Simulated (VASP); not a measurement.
# Cd (P6_3/mmc) in VASP: notebook, part 3 of 3

VASP 6.6.1.

## Step 6: Relaxation of cell and atoms, LDA

Contents of INCAR:

```
SYSTEM = Cd
PREC = Accurate
ENCUT = 600
EDIFF = 1E-6
ISMEAR = 1
SIGMA = 0.1
LREAL = .False.
LASPH = .True.
NELM = 80
ALGO = Normal
ISIF = 3
LWAVE = .False.
LCHARG = .False.
GGA = CA
IBRION = 2
NSW = 90
EDIFFG = -0.01
```

Contents of KPOINTS:

```
Automatic mesh
0
Gamma
  15 15 7
  0 0 0
```

Contents of POSCAR:

```
Cd
1.0
    2.9788700000      0.0000000000      0.0000000000
   -1.4894350000      2.5797770946      0.0000000000
    0.0000000000      0.0000000000      5.6176500000
Cd
2
Direct
    0.3333333333      0.6666666667      0.2500000000
    0.6666666667      0.3333333333      0.7500000000
```

Potentials or basis: VASP PAW LDA potentials, release 64 (Cd).

On the command line:

```bash
$ cat potpaw_LDA.64/Cd/POTCAR > POTCAR
$ mpirun -np 1 vasp_std > vasp.out
```

OUTCAR:

```text
SYSTEM = Cd
   PREC = Accurate
   ENCUT = 600
   EDIFF = 1E-6
   ISMEAR = 1
   LREAL = .False.
   LASPH = .True.
   NELM = 80
   ISIF = 3
   GGA = CA
   IBRION = 2
   NSW = 90
   EDIFFG = -0.01

 ion  position               nearest neighbor table
   1  0.333  0.667  0.250-   2 3.29   2 3.29   2 3.29   2 3.29   2 3.29   2 3.29
   2  0.667  0.333  0.750-   1 3.29   1 3.29   1 3.29   1 3.29   1 3.29   1 3.29

  LATTYP: Found a hexagonal cell.
 ALAT       =     2.9788700000
 C/A-ratio  =     1.8858325472

  Lattice vectors:

 A1 = (   2.9788700000,   0.0000000000,   0.0000000000)
 A2 = (  -1.4894350000,   2.5797770946,   0.0000000000)
 A3 = (   0.0000000000,   0.0000000000,   5.6176500000)

Analysis of symmetry for initial positions (statically):
=====================================================================
 Subroutine PRICEL returns:
 Original cell was already a primitive cell.

 Routine SETGRP: Setting up the symmetry group for a
 hexagonal supercell.

 Subroutine GETGRP returns: Found 24 space group operations
 (whereof 12 operations were pure point group operations)
 out of a pool of 24 trial point group operations.

The static configuration has the point symmetry D_3d.
 The point group associated with its full space group is D_6h.

Analysis of symmetry for dynamics (positions and initial velocities):
=====================================================================
 Subroutine PRICEL returns:
 Original cell was already a primitive cell.

 Routine SETGRP: Setting up the symmetry group for a
 hexagonal supercell.

 Subroutine GETGRP returns: Found 24 space group operations
 (whereof 12 operations were pure point group operations)
 out of a pool of 24 trial point group operations.

The dynamic configuration has the point symmetry D_3d.
 The point group associated with its full space group is D_6h.

 Subroutine INISYM returns: Found 24 space group operations
 (whereof 12 operations are pure point group operations),
 and found     1 'primitive' translations

----------------------------------------------------------------------------------------

                                     Primitive cell

  volume of cell :      43.1706

  direct lattice vectors                    reciprocal lattice vectors
     2.978870000  0.000000000  0.000000000     0.335697765  0.193815195  0.000000000
    -1.489435000  2.579777095  0.000000000     0.000000000  0.387630389  0.000000000
     0.000000000  0.000000000  5.617650000     0.000000000  0.000000000  0.178010378

  length of vectors
     2.978870000  2.978870000  5.617650000     0.387630390  0.387630389  0.178010378

  position of ions in fractional coordinates (direct lattice)
     0.333333333  0.666666667  0.250000000
     0.666666667  0.333333333  0.750000000

  ion indices of the primitive-cell ions
   primitive index   ion index
                 1           1
                 2           2

----------------------------------------------------------------------------------------

[... 52 lines left out ...]
   number of dos      NEDOS =    301   number of ions     NIONS =      2
   total plane-waves  NPLWV =  27648
   dimension x,y,z NGX =    24 NGY =   24 NGZ =   48
   dimension x,y,z NGXF=    48 NGYF=   48 NGZF=   96
   ions per type =               2
   NGX,Y,Z   is equivalent  to a cutoff of  13.39, 13.39, 14.20 a.u.
   NGXF,Y,Z  is equivalent  to a cutoff of  26.79, 26.79, 28.41 a.u.
 SYSTEM =  Cd
   PREC   = accura    normal or accurate (medium, high low for compatibility)
   ISTART =      0    job   : 0-new  1-cont  2-samecut
   ICHARG =      2    charge: 1-file 2-atom 10-const
   ISPIN  =      1    spin polarized calculation?
   LNONCOLLINEAR =      F non collinear calculations
   LSORBIT =      F    spin-orbit coupling
   LASPH  =      T    aspherical Exc in radial PAW
   ENCUT  =  600.0 eV  44.10 Ry    6.64 a.u.   5.95  5.95 11.22*2*pi/ulx,y,z
   NELM   =     80;   NELMIN=  2; NELMDL= -5     # of ELM steps
   EDIFF  = 0.1E-05   stopping-criterion for ELM
   LREAL  =      F    real-space projection
   EDIFFG = -.1E-01   stopping-criterion for IOM
   NSW    =     90    number of steps for IOM
   IBRION =      2    ionic relax: 0-MD 1-quasi-New 2-CG
   NFREE  =      1    steps in history (QN), initial steepest desc. (CG)
   ISIF   =      3    stress and relaxation
   ISYM   =      2    0-nonsym 1-usesym 2-fastsym
   POTIM  = 0.5000    time-step for ionic-motion
   TEBEG  =    0.0;   TEEND  =   0.0 temperature during run
   PSTRESS=    0.0 pullay stress
   NELECT =      24.0000    total number of electrons
   NUPDOWN=      -1.0000    fix difference up-down
   EMIN   =  10.00;   EMAX   =-10.00  energy-range for DOS
   EFERMI =   0.00;   METHOD = LEGACY
   ISMEAR =     1;   SIGMA  =   0.10  broadening in eV -4-tet -1-fermi 0-gaus
   EFERMI_NEDOS =   21; number of points for ismear=-14 and -15
   IALGO  =     38    algorithm
   IMIX   =      4    mixing-type and parameters
     AMIX     =   0.40;   BMIX     =  1.00
     AMIX_MAG =   1.60;   BMIX_MAG =  1.00
  volume/ion in A,a.u.               =      21.59       145.66
  Fermi-wavevector in a.u.,A,eV,Ry     =   1.346116  2.543790 24.654136  1.812028
  Thomas-Fermi vector in A             =   2.473974
   LORBIT       =      0    0 simple, 1 ext, 2 COOP (PROOUT), +10 PAW based schemes
   GGA     = CA    functional components
   LHFCALC =     F    Hartree Fock is set to
   AEXX    =    0.0000 exact exchange contribution
   IVDW    =     0    specifies the selected vdW correction
   LEPSILON=     F    determine dielectric tensor
   LRPA    =     F    only Hartree local field effects (RPA)
 conjugate gradient relaxation of ions
 non-spin polarized calculation
 Methfessel and Paxton  Order N= 1 SIGMA  =   0.10
  energy-cutoff  :      600.00
  volume of cell :       43.17
 maximum number of plane-waves:      1460
 NGX is ok and might be reduce to    24
   NGX = 11   NGY = 11   NGZ = 23

--------------------------------------- Ionic step        1  -------------------------------------------

 number of electron      24.0000000 magnetization

 Free energy of the ion-electron system (eV)
  ---------------------------------------------------
  ext. energy  EPLUGINS =         0.00000000
  ---------------------------------------------------
  free energy    TOTEN  =        -3.00934654 eV

  energy without entropy =       -3.00921713  energy(sigma->0) =       -3.00930340

------------------------ aborting loop because EDIFF is reached ----------------------------------------

  FORCE on cell =-STRESS in cart. coord.  units (eV):
  Direction    XX          YY          ZZ          XY          YZ          ZX
  --------------------------------------------------------------------------------------
  -------------------------------------------------------------------------------------
  Total       -1.3243459     -1.3243459     -0.7104457      0.0000000      0.0000000      0.0000000
  in kB      -49.1500078    -49.1500078    -26.3665335      0.0000000      0.0000000      0.0000000
  external PRESSURE =     -41.5555164 kB  Pullay stress =       0.0000000 kB
[... 167 lines left out ...]
--------------------------------------- Ionic step        6  -------------------------------------------

 number of electron      24.0000004 magnetization

 Free energy of the ion-electron system (eV)
  ---------------------------------------------------
  ext. energy  EPLUGINS =         0.00000000
  ---------------------------------------------------
  free energy    TOTEN  =        -3.05117234 eV

  energy without entropy =       -3.05142158  energy(sigma->0) =       -3.05125542

 E-fermi :   3.2841     XC(G=0): -11.6989

 val. band max:        3.2392039703   @ k =   0.2000   0.0667   0.1429
 cond. band min:       3.3995962750   @ k =   0.3333   0.3333   0.0000
 fundamental gap:      0.1603923047
 Fermi energy:         3.2841175659

 k-point     1 :       0.0000    0.0000    0.0000
  band No.  band energies     occupation
      1      -6.9856      2.00000
      2      -6.7318      2.00000
      3      -6.2067      2.00000
      4      -6.2067      2.00000
      5      -6.1526      2.00000
      6      -6.1526      2.00000
[... 433 lines left out ...]
      3      -6.4681      2.00000
      4      -6.1069      2.00000
      5      -6.0368      2.00000
      6      -5.8038      2.00000
[... 8 lines left out ...]
     15       7.2362      0.00000
     16       7.4896      0.00000

 [... further k-points ...]

------------------------ aborting loop because EDIFF is reached ----------------------------------------

  FORCE on cell =-STRESS in cart. coord.  units (eV):
  Direction    XX          YY          ZZ          XY          YZ          ZX
  --------------------------------------------------------------------------------------
  -------------------------------------------------------------------------------------
  Total       -0.0077044     -0.0077044     -0.0020911      0.0000000     -0.0000000      0.0000000
  in kB       -0.3042775     -0.3042775     -0.0825853      0.0000000     -0.0000000      0.0000000
  external PRESSURE =      -0.2303801 kB  Pullay stress =       0.0000000 kB
[... 17 lines left out ...]
  FREE ENERGIE OF THE ION-ELECTRON SYSTEM (eV)
  ---------------------------------------------------
  free  energy   TOTEN  =        -3.0511723425 eV

  energy  without entropy=       -3.0514215838  energy(sigma->0) =       -3.05125542

 reached required accuracy - stopping structural energy minimisation
```

It took 83 s on 1 thread of Intel Xeon 6975P-C (Granite Rapids), shared host; peak memory 0.21 GiB.

Results:

```
Free energy                            : -3.0512 eV
Relaxed volume                         : 20.28 Å³/atom
Relaxed cell                           : a = 2.899 Å, b = 2.899 Å, c = 5.575 Å, α = 90.00°, β = 90.00°, γ = 120.00°
Space group after relaxing (to 0.05 Å) : P6_3/mmc (No. 194)
Energy gained by relaxing              : 20.9 meV/atom
Ionic steps                            : 6
Pressure after relaxing                : 0.0 GPa
Band gap on the k mesh                 : none (metal or under the smearing width)
```

Step by step:
| step | energy change (eV) | largest force (eV/Å) | pressure (GPa) | volume (Å³) |
| --- | --- | --- | --- | --- |
| 1 | 0.0000 | 0.0000 | -4.16 | 43.17 |
| 2 | -0.0382 | 0.0000 | 1.48 | 39.76 |
| 3 | -0.0413 | 0.0000 | 0.08 | 40.43 |
| 4 | -0.0413 | 0.0000 | 0.01 | 40.49 |
| 5 | -0.0417 | 0.0000 | -0.04 | 40.53 |
| 6 | -0.0418 | 0.0000 | -0.02 | 40.57 |

Final structure:
```yaml
crystal:
  lattice:
    - [2.89870, 0.00000, 0.00000]
    - [-1.44935, 2.51034, 0.00000]
    - [0.00000, 0.00000, 5.57495]
  atoms:
    - { symbol: Cd, position: [0.33333, 0.66667, 0.25000] }
    - { symbol: Cd, position: [0.66667, 0.33333, 0.75000] }
```
